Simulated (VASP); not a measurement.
# K (Pm-3m) in VASP: notebook

The runs below take K through single point, with PBE.

Everything below comes from runs of VASP 6.6.1. Logs are shortened: lines on timing, memory, paths and dates and some standing lists are left out, and cuts for length are marked.

## (1) The crystal as given

It takes space group Pm-3m (No. 221, cubic). The conventional cell has a = 4.310 Å, b = 4.310 Å, c = 4.310 Å, α = 90.00°, β = 90.00°, γ = 90.00°. K (site symmetry m-3m) has 6 K at 4.31 Å as nearest neighbours.

This isn't the form of K at room conditions, which is bcc.

## (2) Single point, PBE

Input file INCAR:

```
  PREC = Accurate
  ENCUT = 500
  EDIFF = 1E-6
  ISMEAR = 0
  SIGMA = 0.2
  LREAL = Auto
  LASPH = True
  NELM = 100
  ALGO = Normal
  ISIF = 2
  LWAVE = False
  LCHARG = False
  GGA = PE
  NBANDS = 10
  ADDGRID = False
```

Input file KPOINTS:

```
regular mesh
0
Gamma
  9 9 9
```

Input file POSCAR:

```
K
1.0
    4.3104394900      0.0000000000      0.0000000000
    0.0000000000      4.3104394900      0.0000000000
    0.0000000000      0.0000000000      4.3104394900
K
1
Direct
    0.0000000000      0.0000000000      0.0000000000
```

Potentials or basis: VASP PAW PBE potentials, release 64 (K_sv).

Command:

```
$ cat potpaw_PBE.64/K_sv/POTCAR > POTCAR
$ mpirun -np 1 vasp_std > vasp.out
```

OUTCAR:

```text
PREC = Accurate
   ENCUT = 500
   EDIFF = 1E-6
   ISMEAR = 0
   LREAL = Auto
   LASPH = True
   NELM = 100
   ISIF = 2
   GGA = PE

 Found     35 irreducible k-points:

 Following reciprocal coordinates:
            Coordinates               Weight
  0.000000  0.000000  0.000000      1.000000
  0.111111  0.000000  0.000000      6.000000
  0.222222  0.000000  0.000000      6.000000
  0.333333  0.000000  0.000000      6.000000
  0.444444  0.000000  0.000000      6.000000
  0.111111  0.111111  0.000000     12.000000
   k-points           NKPTS =     35   k-points in BZ     NKDIM =     35   number of bands    NBANDS=     10
   number of dos      NEDOS =    301   number of ions     NIONS =      1
   total plane-waves  NPLWV =  32768
   dimension x,y,z NGX =    32 NGY =   32 NGZ =   32
   dimension x,y,z NGXF=    64 NGYF=   64 NGZF=   64
   ions per type =               1
   NGX,Y,Z   is equivalent  to a cutoff of  12.34, 12.34, 12.34 a.u.
   NGXF,Y,Z  is equivalent  to a cutoff of  24.68, 24.68, 24.68 a.u.
 SYSTEM =  unknown system
   PREC   = accura    normal or accurate (medium, high low for compatibility)
   ISTART =      0    job   : 0-new  1-cont  2-samecut
   ICHARG =      2    charge: 1-file 2-atom 10-const
   ISPIN  =      1    spin polarized calculation?
   LNONCOLLINEAR =      F non collinear calculations
   LSORBIT =      F    spin-orbit coupling
   LASPH  =      T    aspherical Exc in radial PAW
   ENCUT  =  500.0 eV  36.75 Ry    6.06 a.u.   7.86  7.86  7.86*2*pi/ulx,y,z
   NELM   =    100;   NELMIN=  2; NELMDL= -5     # of ELM steps
   EDIFF  = 0.1E-05   stopping-criterion for ELM
   LREAL  =      T    real-space projection
   EDIFFG = 0.1E-04   stopping-criterion for IOM
   NSW    =      0    number of steps for IOM
   IBRION =     -1    ionic relax: 0-MD 1-quasi-New 2-CG
   NFREE  =      0    steps in history (QN), initial steepest desc. (CG)
   ISIF   =      2    stress and relaxation
   ISYM   =      2    0-nonsym 1-usesym 2-fastsym
   POTIM  = 0.5000    time-step for ionic-motion
   TEBEG  =    0.0;   TEEND  =   0.0 temperature during run
   PSTRESS=    0.0 pullay stress
   NELECT =       9.0000    total number of electrons
   NUPDOWN=      -1.0000    fix difference up-down
   EMIN   =  10.00;   EMAX   =-10.00  energy-range for DOS
   EFERMI =   0.00;   METHOD = LEGACY
   ISMEAR =     0;   SIGMA  =   0.20  broadening in eV -4-tet -1-fermi 0-gaus
   EFERMI_NEDOS =   21; number of points for ismear=-14 and -15
   IALGO  =     38    algorithm
   IMIX   =      4    mixing-type and parameters
     AMIX     =   0.40;   BMIX     =  1.00
     AMIX_MAG =   1.60;   BMIX_MAG =  1.00
  volume/ion in A,a.u.               =      80.09       540.46
  Fermi-wavevector in a.u.,A,eV,Ry     =   0.790013  1.492908  8.491671  0.624120
  Thomas-Fermi vector in A             =   1.895269
   LORBIT       =      0    0 simple, 1 ext, 2 COOP (PROOUT), +10 PAW based schemes
   GGA     = PE    functional components
   LHFCALC =     F    Hartree Fock is set to
   AEXX    =    0.0000 exact exchange contribution
   IVDW    =     0    specifies the selected vdW correction
   LEPSILON=     F    determine dielectric tensor
   LRPA    =     F    only Hartree local field effects (RPA)
 non-spin polarized calculation
 Gauss-broadening in eV      SIGMA  =   0.20
  energy-cutoff  :      500.00
  volume of cell :       80.09
 maximum number of plane-waves:      2044
 NGX is ok and might be reduce to    32
   NGX = 15   NGY = 15   NGZ = 15

 number of electron       9.0000003 magnetization

 Free energy of the ion-electron system (eV)
  ---------------------------------------------------
  ext. energy  EPLUGINS =         0.00000000
  ---------------------------------------------------
  free energy    TOTEN  =        -0.94945595 eV

  energy without entropy =       -0.93202526  energy(sigma->0) =       -0.94074061

 E-fermi :  -0.2792     XC(G=0):  -5.4400

 val. band max:       -0.3226976441   @ k =   0.3333   0.3333   0.1111
 cond. band min:      -0.2255387669   @ k =   0.4444   0.2222   0.0000
 fundamental gap:      0.0971588771
 Fermi energy:        -0.2791725174

 k-point     1 :       0.0000    0.0000    0.0000
  band No.  band energies     occupation
      1     -32.6137      2.00000
      2     -16.0552      2.00000
      3     -16.0552      2.00000
      4     -16.0552      2.00000
      5      -2.3183      2.00000
      6       2.6196      0.00000
      7       2.6196      0.00000
      8       5.8667      0.00000
      9       5.8675      0.00000
     10       5.8717      0.00000

 k-point     2 :       0.1111    0.0000    0.0000
  band No.  band energies     occupation
      1     -32.6132      2.00000
      2     -16.0650      2.00000
      3     -16.0544      2.00000
      4     -16.0544      2.00000
      5      -2.2043      2.00000
      6       2.4946      0.00000
      7       2.6766      0.00000
      8       5.3789      0.00000
      9       5.3789      0.00000
     10       5.6231      0.00000

 k-point     3 :       0.2222    0.0000    0.0000
  band No.  band energies     occupation
      1     -32.6120      2.00000
      2     -16.0898      2.00000
      3     -16.0523      2.00000
      4     -16.0523      2.00000
      5      -1.8695      2.00000
      6       1.9988      0.00000
      7       2.8333      0.00000
      8       4.9080      0.00000
      9       4.9080      0.00000
     10       5.3678      0.00000

 k-point     4 :       0.3333    0.0000    0.0000
  band No.  band energies     occupation
      1     -32.6106      2.00000
      2     -16.1178      2.00000
      3     -16.0499      2.00000
      4     -16.0499      2.00000
      5      -1.3332      2.00000
      6       1.1643      0.00000
      7       3.0400      0.00000
      8       4.5698      0.00000
      9       4.5698      0.00000
     10       5.7059      0.00000

 k-point     5 :       0.4444    0.0000    0.0000
  band No.  band energies     occupation
      1     -32.6097      2.00000
      2     -16.1359      2.00000
      3     -16.0484      2.00000
      4     -16.0484      2.00000
      5      -0.6294      1.98673
      6       0.2531      0.00017
      7       3.1983      0.00000
      8       4.3935      0.00000
      9       4.3935      0.00000
     10       6.0079      0.00000

 k-point     6 :       0.1111    0.1111    0.0000
  band No.  band energies     occupation
      1     -32.6128      2.00000
      2     -16.0646      2.00000
      3     -16.0638      2.00000
      4     -16.0536      2.00000
      5      -2.0912      2.00000
      6       2.5000      0.00000
      7       2.6271      0.00000
      8       4.8159      0.00000
      9       5.2622      0.00000
     10       5.7223      0.00000

 [... further k-points ...]

------------------------ aborting loop because EDIFF is reached ----------------------------------------

  FORCE on cell =-STRESS in cart. coord.  units (eV):
  Direction    XX          YY          ZZ          XY          YZ          ZX
  --------------------------------------------------------------------------------------
  -------------------------------------------------------------------------------------
  Total       -0.0166938     -0.0166938     -0.0166938      0.0000000      0.0000000     -0.0000000
  in kB       -0.3339646     -0.3339646     -0.3339646      0.0000000      0.0000000     -0.0000000
  external PRESSURE =      -0.3339646 kB  Pullay stress =       0.0000000 kB

 VOLUME and BASIS-vectors are now :
 -----------------------------------------------------------------------------
  energy-cutoff  :      500.00
  volume of cell :       80.09
      direct lattice vectors                 reciprocal lattice vectors
     4.310439490  0.000000000  0.000000000     0.231994905  0.000000000  0.000000000
     0.000000000  4.310439490  0.000000000     0.000000000  0.231994905  0.000000000
     0.000000000  0.000000000  4.310439490     0.000000000  0.000000000  0.231994905

 POSITION                                       TOTAL-FORCE (eV/Angst)
 -----------------------------------------------------------------------------------
      0.00000      0.00000      0.00000         0.000000      0.000000      0.000000
 -----------------------------------------------------------------------------------
    total drift:                                0.000000     -0.000000      0.000000

  FREE ENERGIE OF THE ION-ELECTRON SYSTEM (eV)
  ---------------------------------------------------
  free  energy   TOTEN  =        -0.9494559532 eV

  energy  without entropy=       -0.9320252587  energy(sigma->0) =       -0.94074061
```

OSZICAR:

```text
N       E                     dE             d eps       ncg     rms          rms(c)
DAV:   1     0.432448456212E+02    0.43245E+02   -0.33712E+03   700   0.647E+02
DAV:   2     0.659151990664E+00   -0.42586E+02   -0.42058E+02   752   0.182E+02
DAV:   3    -0.903964832644E+00   -0.15631E+01   -0.15561E+01  1142   0.274E+01
DAV:   4    -0.949523923674E+00   -0.45559E-01   -0.44668E-01   932   0.417E+00
DAV:   5    -0.950699523995E+00   -0.11756E-02   -0.11754E-02  1098   0.496E-01    0.175E+00
DAV:   6    -0.949901135023E+00    0.79839E-03   -0.16785E-03  1056   0.259E-01    0.110E+00
DAV:   7    -0.949404644691E+00    0.49649E-03   -0.33020E-03  1024   0.345E-01    0.701E-02
DAV:   8    -0.949448596680E+00   -0.43952E-04   -0.22228E-04   926   0.153E-01    0.284E-02
DAV:   9    -0.949458509718E+00   -0.99130E-05   -0.21462E-05  1062   0.337E-02    0.149E-02
DAV:  10    -0.949456017157E+00    0.24926E-05   -0.64256E-06   976   0.208E-02    0.205E-03
DAV:  11    -0.949455953196E+00    0.63961E-07   -0.23951E-07   486   0.327E-03
   1 F= -.94945595E+00 E0= -.94074061E+00  d E =-.174307E-01
```

Run time: 15 s. Hardware: 1 thread of Intel Xeon Platinum 8488C (Sapphire Rapids), shared host; peak memory 0.17 GiB.

These settings aren't checked as converged: the numbers below hold their error.

What came out:

* Free energy: -0.9495 eV
* Pressure: 0.0 GPa
* Band gap on the k mesh: none (metal or under the smearing width)

## (3) Single point, PBE

INCAR: that of step 2 with these lines changed.

```diff
@@ -2,6 +2,6 @@
   ENCUT = 500
-  EDIFF = 1E-6
+  EDIFF = 1E-4
   ISMEAR = 0
   SIGMA = 0.2
-  LREAL = Auto
+  LREAL = False
   LASPH = True
```

KPOINTS is that of step 2.

POSCAR is that of step 2.

Potentials or basis: VASP PAW PBE potentials, release 64 (K_sv).

Command:

```
$ cat potpaw_PBE.64/K_sv/POTCAR > POTCAR
$ mpirun -np 1 vasp_std > vasp.out
```

Run time: 8.8 s. Hardware: 1 thread of Intel Xeon Platinum 8488C (Sapphire Rapids), shared host; peak memory 0.17 GiB.

The run converged, but some of its settings lie outside the range that counts as converged, so its numbers aren't taken as properties of the crystal.

What came out:

| Quantity | Value |
| --- | --- |
| Free energy | -0.9494 eV |
| Pressure | -0.1 GPa |
| Band gap on the k mesh | none (metal or under the smearing width) |

## (4) The reference run

An earlier run on the cell as given: functional PBE; potentials or basis VASP PAW PBE potentials, release 64 (K_sv); cutoff 520 eV; k mesh 6 × 6 × 6; occupations fermi-dirac, width 0.05 eV; no spin polarisation.

* Pressure: 0.0 GPa
* Band gap on the k mesh: none (metal or under the smearing width)
